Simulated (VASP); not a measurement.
# V (Im-3m) in VASP: notebook

One crystal, V, is run at these levels: RPBE+D3(BJ), RPBE+D4; tasks: relaxation of cell and atoms.

All numbers are computed with VASP 6.6.1; they aren't measurements. Logs are shortened: lines on timing, memory, paths and dates and some standing lists are left out, and cuts for length are marked.

### 1 The crystal as given

Symmetry: Im-3m, No. 229, cubic system. The conventional cell has a = 3.029 Å, b = 3.029 Å, c = 3.029 Å, α = 90.00°, β = 90.00°, γ = 90.00°. V (site symmetry m-3m) is surrounded by 8 V at 2.62 Å.

### 2 Relaxation of cell and atoms, RPBE+D3(BJ), collinear spin, ferromagnetic start

INCAR reads:

```
ALGO = Normal
EDIFF = 1E-7
EDIFFG = -0.005
ENCUT = 600
GGA = RP
IBRION = 2
ISIF = 3
ISMEAR = -1
ISPIN = 2
IVDW = 12
LASPH = True
LCHARG = False
LMAXMIX = 4
LORBIT = 11
LREAL = False
LWAVE = False
MAGMOM = 2
NELM = 100
NSW = 60
PREC = Accurate
SIGMA = 0.05
```

KPOINTS reads:

```
k-points
0
Gamma
  12 12 12
```

POSCAR reads:

```
V
1.0
   -1.5143500000      1.5143500000      1.5143500000
    1.5143500000     -1.5143500000      1.5143500000
    1.5143500000      1.5143500000     -1.5143500000
V
1
Direct
    0.0000000000      0.0000000000      0.0000000000
```

Potentials or basis: VASP PAW PBE potentials, release 64 (V_sv).

Run with:

```console
> cat potpaw_PBE.64/V_sv/POTCAR > POTCAR
> mpirun -np 1 vasp_std > vasp.out
```

OUTCAR:

```text
EDIFF = 1E-7
   EDIFFG = -0.005
   ENCUT = 600
   GGA = RP
   IBRION = 2
   ISIF = 3
   ISMEAR = -1
   ISPIN = 2
   IVDW = 12
   LASPH = True
   LORBIT = 11
   LREAL = False
   NELM = 100
   NSW = 60
   PREC = Accurate
 IVDW          = 12

 ion  position               nearest neighbor table
   1  0.000  0.000  0.000-

  LATTYP: Found a body centered cubic cell.
 ALAT       =     3.0287000000

  Lattice vectors:

 A1 = (  -1.5143500000,   1.5143500000,   1.5143500000)
 A2 = (   1.5143500000,  -1.5143500000,   1.5143500000)
 A3 = (   1.5143500000,   1.5143500000,  -1.5143500000)

Analysis of symmetry for initial positions (statically):
=====================================================================
 Subroutine PRICEL returns:
 Original cell was already a primitive cell.

 Routine SETGRP: Setting up the symmetry group for a
 body centered cubic supercell.

 Subroutine GETGRP returns: Found 48 space group operations
 (whereof 48 operations were pure point group operations)
 out of a pool of 48 trial point group operations.

The static configuration has the point symmetry O_h .

Analysis of symmetry for dynamics (positions and initial velocities):
=====================================================================
 Subroutine PRICEL returns:
 Original cell was already a primitive cell.

 Routine SETGRP: Setting up the symmetry group for a
 body centered cubic supercell.

 Subroutine GETGRP returns: Found 48 space group operations
 (whereof 48 operations were pure point group operations)
 out of a pool of 48 trial point group operations.

The dynamic configuration has the point symmetry O_h .

Analysis of structural, dynamic, and magnetic symmetry:
=====================================================================
 Subroutine PRICEL returns:
 Original cell was already a primitive cell.

 Routine SETGRP: Setting up the symmetry group for a
 body centered cubic supercell.

 Subroutine GETGRP returns: Found 48 space group operations
 (whereof 48 operations were pure point group operations)
 out of a pool of 48 trial point group operations.

The overall configuration has the point symmetry O_h .

 Subroutine INISYM returns: Found 48 space group operations
 (whereof 48 operations are pure point group operations),
 and found     1 'primitive' translations

----------------------------------------------------------------------------------------

                                     Primitive cell

  volume of cell :      13.8912

  direct lattice vectors                    reciprocal lattice vectors
    -1.514350000  1.514350000  1.514350000     0.000000000  0.330174662  0.330174662
     1.514350000 -1.514350000  1.514350000     0.330174662  0.000000000  0.330174662
     1.514350000  1.514350000 -1.514350000     0.330174662  0.330174662  0.000000000

  length of vectors
     2.622931140  2.622931140  2.622931140     0.466937486  0.466937486  0.466937486

  position of ions in fractional coordinates (direct lattice)
     0.000000000  0.000000000  0.000000000

  ion indices of the primitive-cell ions
   primitive index   ion index
                 1           1

----------------------------------------------------------------------------------------

 KPOINTS: k-points

Automatic generation of k-mesh.
 Grid dimensions read from file:
 generate k-points for:   12   12   12

 Generating k-lattice:

  Cartesian coordinates                     Fractional coordinates (reciprocal lattice)
     0.000000000  0.027514555  0.027514555     0.083333333  0.000000000  0.000000000
     0.027514555  0.000000000  0.027514555     0.000000000  0.083333333  0.000000000
     0.027514555  0.027514555  0.000000000     0.000000000  0.000000000  0.083333333

  Length of vectors
     0.038911457  0.038911457  0.038911457

  Shift w.r.t. Gamma in fractional coordinates (k-lattice)
     0.000000000  0.000000000  0.000000000

 Subroutine IBZKPT returns following result:
 ===========================================

 Found     72 irreducible k-points:

 Following reciprocal coordinates:
            Coordinates               Weight
  0.000000  0.000000  0.000000      1.000000
  0.083333  0.000000  0.000000     12.000000
  0.166667  0.000000  0.000000     12.000000
  0.250000  0.000000  0.000000     12.000000
  0.333333  0.000000  0.000000     12.000000
  0.416667  0.000000  0.000000     12.000000
[... 16 lines left out ...]
  0.333333  0.083333  0.083333     24.000000
  0.416667  0.083333  0.083333     12.000000
 [... further k-points ...]
   k-points           NKPTS =     72   k-points in BZ     NKDIM =     72   number of bands    NBANDS=     11
   number of dos      NEDOS =    301   number of ions     NIONS =      1
   total plane-waves  NPLWV =  13824
   dimension x,y,z NGX =    24 NGY =   24 NGZ =   24
   dimension x,y,z NGXF=    48 NGYF=   48 NGZF=   48
   ions per type =               1
   NGX,Y,Z   is equivalent  to a cutoff of  15.21, 15.21, 15.21 a.u.
   NGXF,Y,Z  is equivalent  to a cutoff of  30.42, 30.42, 30.42 a.u.
 SYSTEM =  unknown system
   PREC   = accura    normal or accurate (medium, high low for compatibility)
   ISTART =      0    job   : 0-new  1-cont  2-samecut
   ICHARG =      2    charge: 1-file 2-atom 10-const
   ISPIN  =      2    spin polarized calculation?
   LNONCOLLINEAR =      F non collinear calculations
   LSORBIT =      F    spin-orbit coupling
   LASPH  =      T    aspherical Exc in radial PAW
   ENCUT  =  600.0 eV  44.10 Ry    6.64 a.u.   5.24  5.24  5.24*2*pi/ulx,y,z
   NELM   =    100;   NELMIN=  2; NELMDL= -5     # of ELM steps
   EDIFF  = 0.1E-06   stopping-criterion for ELM
   LREAL  =      F    real-space projection
   EDIFFG = -.5E-02   stopping-criterion for IOM
   NSW    =     60    number of steps for IOM
   IBRION =      2    ionic relax: 0-MD 1-quasi-New 2-CG
   NFREE  =      1    steps in history (QN), initial steepest desc. (CG)
   ISIF   =      3    stress and relaxation
   ISYM   =      2    0-nonsym 1-usesym 2-fastsym
   POTIM  = 0.5000    time-step for ionic-motion
   TEBEG  =    0.0;   TEEND  =   0.0 temperature during run
   PSTRESS=    0.0 pullay stress
   NELECT =      13.0000    total number of electrons
   NUPDOWN=      -1.0000    fix difference up-down
   EMIN   =  10.00;   EMAX   =-10.00  energy-range for DOS
   EFERMI =   0.00;   METHOD = LEGACY
   ISMEAR =    -1;   SIGMA  =   0.05  broadening in eV -4-tet -1-fermi 0-gaus
   EFERMI_NEDOS =   21; number of points for ismear=-14 and -15
   IALGO  =     38    algorithm
   IMIX   =      4    mixing-type and parameters
     AMIX     =   0.40;   BMIX     =  1.00
     AMIX_MAG =   1.60;   BMIX_MAG =  1.00
  volume/ion in A,a.u.               =      13.89        93.74
  Fermi-wavevector in a.u.,A,eV,Ry     =   1.601313  3.026044 34.888125  2.564205
  Thomas-Fermi vector in A             =   2.698311
   LORBIT       =     11    0 simple, 1 ext, 2 COOP (PROOUT), +10 PAW based schemes
   GGA     = RP    functional components
   LHFCALC =     F    Hartree Fock is set to
   AEXX    =    0.0000 exact exchange contribution
   IVDW    =    12    specifies the selected vdW correction
   LEPSILON=     F    determine dielectric tensor
   LRPA    =     F    only Hartree local field effects (RPA)
 conjugate gradient relaxation of ions
 spin polarized calculation
  energy-cutoff  :      600.00
  volume of cell :       13.89
 maximum number of plane-waves:       476
 NGX is ok and might be reduce to    24
   NGX = 11   NGY = 11   NGZ = 11

--------------------------------------- Ionic step        1  -------------------------------------------

 number of electron      13.0000003 magnetization       0.0008426

 Free energy of the ion-electron system (eV)
  ---------------------------------------------------
  ext. energy  EPLUGINS =         0.00000000
  ---------------------------------------------------
  free energy    TOTEN  =        -8.51070685 eV

  energy without entropy =       -8.49291802  energy(sigma->0) =       -8.50181244

 E-fermi :   9.4346     XC(G=0): -12.6195

 val. band max:        9.4279632575   @ k =   0.2500   0.0000   0.0000
 cond. band min:       9.4388147739   @ k =  -0.4167   0.5000   0.1667
 fundamental gap:      0.0108515164
 Fermi energy:         9.4345840012

 spin component 1

 k-point     1 :       0.0000    0.0000    0.0000
  band No.  band energies     occupation
      1     -54.4566      1.00000
      2     -27.7356      1.00000
      3     -27.7356      1.00000
      4     -27.7356      1.00000
      5       2.9129      1.00000
      6       9.8519      0.00024
      7       9.8519      0.00024
      8       9.8519      0.00024
      9      11.7895      0.00000
     10      11.7895      0.00000
     11      29.6611      0.00000

 k-point     2 :       0.0833    0.0000    0.0000
  band No.  band energies     occupation
      1     -54.4451      1.00000
      2     -27.7920      1.00000
      3     -27.7530      1.00000
      4     -27.7360      1.00000
      5       3.1839      1.00000
      6       9.7393      0.00225
      7       9.8242      0.00041
      8      10.0421      0.00001
      9      11.6663      0.00000
     10      11.7973      0.00000
     11      29.1190      0.00000
[... 803 lines left out ...]
  FREE ENERGIE OF THE ION-ELECTRON SYSTEM (eV)
  ---------------------------------------------------
  free  energy   TOTEN  =       -12.8382446541 eV

  energy  without entropy=      -12.8289747714  energy(sigma->0) =      -12.83360971

--------------------------------------- Ionic step        5  -------------------------------------------

 number of electron      13.0000003 magnetization       0.0000000

 number of electron      13.0000003 magnetization      -0.0000000

 Free energy of the ion-electron system (eV)
  ---------------------------------------------------
  ext. energy  EPLUGINS =         0.00000000
  ---------------------------------------------------
  free energy    TOTEN  =        -7.97270919 eV

  energy without entropy =       -7.96366955  energy(sigma->0) =       -7.96818937

 E-fermi :  12.9752     XC(G=0): -14.0773

 val. band max:       12.9529362392   @ k =  -0.1667   0.2500   0.0833
 cond. band min:      12.9873265824   @ k =  -0.3333   0.3333   0.0833
 fundamental gap:      0.0343903432
 Fermi energy:        12.9752498386

 spin component 1

 k-point     1 :       0.0000    0.0000    0.0000
  band No.  band energies     occupation
      1     -50.7045      1.00000
      2     -23.3997      1.00000
      3     -23.3997      1.00000
      4     -23.3997      1.00000
      5       6.0298      1.00000
      6      13.3917      0.00024
      7      13.3917      0.00024
      8      13.3917      0.00024
      9      16.0554      0.00000
     10      16.0554      0.00000
     11      35.2338      0.00000

 k-point     2 :       0.0833    0.0000    0.0000
  band No.  band energies     occupation
      1     -50.6740      1.00000
      2     -23.5277      1.00000
      3     -23.4367      1.00000
      4     -23.4012      1.00000
      5       6.3762      1.00000
      6      13.2254      0.00667
      7      13.3507      0.00055
      8      13.6627      0.00000
      9      15.8628      0.00000
     10      16.0656      0.00000
     11      35.0320      0.00000
[... 674 lines left out ...]
 POSITION                                       TOTAL-FORCE (eV/Angst)
 -----------------------------------------------------------------------------------
      0.00000      0.00000      0.00000        -0.000000     -0.000000      0.000000
 -----------------------------------------------------------------------------------
    total drift:                                0.000000      0.000000      0.000000

  FREE ENERGIE OF THE ION-ELECTRON SYSTEM (eV)
  ---------------------------------------------------
  free  energy   TOTEN  =       -12.8386887911 eV

  energy  without entropy=      -12.8296491466  energy(sigma->0) =      -12.83416897

 reached required accuracy - stopping structural energy minimisation

 total charge

# of ion       s       p       d       tot
------------------------------------------
    1        2.418   6.295   3.425  12.137

 magnetization (x)

# of ion       s       p       d       tot
------------------------------------------
    1       -0.000   0.000   0.000   0.000
```

It took 42 s on 1 thread of Intel Xeon 6975P-C (Granite Rapids), shared host; peak memory 0.18 GiB.

What came out:

| Quantity | Value |
| --- | --- |
| Free energy | -12.8387 eV |
| Relaxed volume | 10.72 Å³/atom |
| Relaxed cell | a = 2.406 Å, b = 2.406 Å, c = 2.406 Å, α = 109.47°, β = 109.47°, γ = 109.47° |
| Space group after relaxing (to 0.05 Å) | Im-3m (No. 229) |
| Energy gained by relaxing | 550.7 meV/atom |
| Ionic steps | 5 |
| Pressure after relaxing | 0.0 GPa |
| Band gap on the k mesh | none (metal or under the smearing width) |
| Net moment | 0.00 μB per cell |
| Valence electrons inside the program's atomic spheres | V 12.14 |
| Dispersion energy per atom | -4.866 eV |

The path:
```csv
step,energy change (eV),largest force (eV/Å),pressure (GPa),volume (Å³)
1,0.0000,0.0000,-45.85,13.89
2,0.9949,0.0000,186.65,7.33
3,-0.5411,0.0000,-8.59,11.07
4,-0.5502,0.0000,-1.92,10.79
5,-0.5507,0.0000,0.04,10.72
```

Final structure:
```xyz
1
Lattice="-1.3890 1.3890 1.3890 1.3890 -1.3890 1.3890 1.3890 1.3890 -1.3890" Properties=species:S:1:pos:R:3 pbc="T T T"
V     0.0000    0.0000    0.0000
```

Levels at points of the mesh, in eV from the Fermi level:
Spin up:
```csv
k point,band 2,band 3,band 4,band 5,band 6,band 7,band 8,band 9,band 10,band 11
"(0.00, 0.00, 0.00)",-36.37,-36.37,-36.37,-6.95,0.42,0.42,0.42,3.08,3.08,22.26
"(0.50, 0.00, 0.00)",-38.17,-36.91,-36.40,-4.07,-1.69,2.71,3.17,3.64,5.49,13.39
"(0.50, 0.50, 0.50)",-37.56,-37.56,-37.56,-4.25,-4.25,4.93,4.93,4.93,12.66,12.66
```
Spin down:
```csv
k point,band 4,band 5,band 6,band 7,band 8,band 9
"(0.00, 0.00, 0.00)",-36.37,-6.95,0.42,0.42,0.42,3.08
"(0.50, 0.00, 0.00)",-36.40,-4.07,-1.69,2.71,3.17,3.64
"(0.50, 0.50, 0.50)",-37.56,-4.25,-4.25,4.93,4.93,4.93
```

Caveat: the volume moved by over 15 % at a fixed basis, so the end points are rough; the PAW data sets were made with another functional, which shifts forces and pressure a little; the volume moved by -23 % from the deposited cell, more than functionals usually miss; pairwise dispersion overbinds metals, which lowers pressure and volume.

### 3 Relaxation of cell and atoms, RPBE+D4, collinear spin, ferromagnetic start

INCAR reads:

```
SYSTEM = V
ALGO = Fast ; EDIFF = 1E-7
EDIFFG = -0.01 ; ENCUT = 600
GGA = RP ; IBRION = 2
ISIF = 3 ; ISMEAR = -1
ISPIN = 2 ; IVDW = 13
LASPH = .TRUE. ; LCHARG = .FALSE.
LMAXMIX = 4 ; LORBIT = 11
LREAL = .FALSE. ; LWAVE = .FALSE.
MAGMOM = 2 ; NELM = 150
NSW = 40 ; PREC = Accurate
SIGMA = 0.05
```

KPOINTS reads:

```
k-points
0
G
  12 12 12
  0 0 0
```

POSCAR is that of step 2.

Potentials or basis: VASP PAW PBE potentials, release 64 (V_sv).

Run with:

```console
> cat potpaw_PBE.64/V_sv/POTCAR > POTCAR
> mpirun -np 1 vasp_std > vasp.out
```

Run time: 33 s. Hardware: 1 thread of Intel Xeon 6975P-C (Granite Rapids), shared host; peak memory 0.17 GiB.

The run converged. Its results:

```
Free energy                                           : -9.1097 eV
Relaxed volume                                        : 13.28 Å³/atom
Relaxed cell                                          : a = 2.584 Å, b = 2.584 Å, c = 2.584 Å, α = 109.47°, β = 109.47°, γ = 109.47°
Space group after relaxing (to 0.05 Å)                : Im-3m (No. 229)
Energy gained by relaxing                             : 15.4 meV/atom
Ionic steps                                           : 3
Pressure after relaxing                               : -0.1 GPa
Band gap on the k mesh                                : none (metal or under the smearing width)
Net moment                                            : 0.00 μB per cell
Valence electrons inside the program's atomic spheres : V 11.67
Dispersion energy per atom                            : -0.610 eV
```

Step by step:
```tsv
step	energy change (eV)	largest force (eV/Å)	pressure (GPa)	volume (Å³)
1	0.0000	0.0000	-7.66	13.89
2	0.0053	0.0000	10.25	12.60
3	-0.0154	0.0000	-0.08	13.28
```

Final structure:
```cif
data_structure
_symmetry_space_group_name_H-M 'P 1'
_symmetry_Int_Tables_number 1
_cell_length_a 2.5836
_cell_length_b 2.5836
_cell_length_c 2.5836
_cell_angle_alpha 109.471
_cell_angle_beta 109.471
_cell_angle_gamma 109.471
_cell_volume 13.28
loop_
_atom_site_label
_atom_site_type_symbol
_atom_site_fract_x
_atom_site_fract_y
_atom_site_fract_z
_atom_site_occupancy
V1 V 0.00000 0.00000 0.00000 1
```

Levels at points of the mesh, in eV from the Fermi level:
Spin up:
```
           k point  band 2  band 3  band 4  band 5  band 6  band 7  band 8  band 9  band 10  band 11
(0.00, 0.00, 0.00)  -37.04  -37.04  -37.04   -6.62    0.43    0.43    0.43    2.48     2.48    20.59
(0.50, 0.00, 0.00)  -37.97  -37.33  -37.05   -3.21   -1.14    1.67    2.49    2.85     4.20    10.36
(0.50, 0.50, 0.50)  -37.67  -37.67  -37.67   -3.05   -3.05    3.80    3.80    3.80    10.35    10.35
```
Spin down:
```
           k point  band 3  band 4  band 5  band 6  band 7  band 8  band 9  band 10
(0.00, 0.00, 0.00)  -37.04  -37.04   -6.62    0.43    0.43    0.43    2.48     2.48
(0.50, 0.00, 0.00)  -37.33  -37.05   -3.21   -1.14    1.67    2.49    2.85     4.20
(0.50, 0.50, 0.50)  -37.68  -37.68   -3.05   -3.05    3.80    3.80    3.80    10.35
```

Caveat: the PAW data sets were made with another functional, which shifts forces and pressure a little; pairwise dispersion overbinds metals, which lowers pressure and volume.
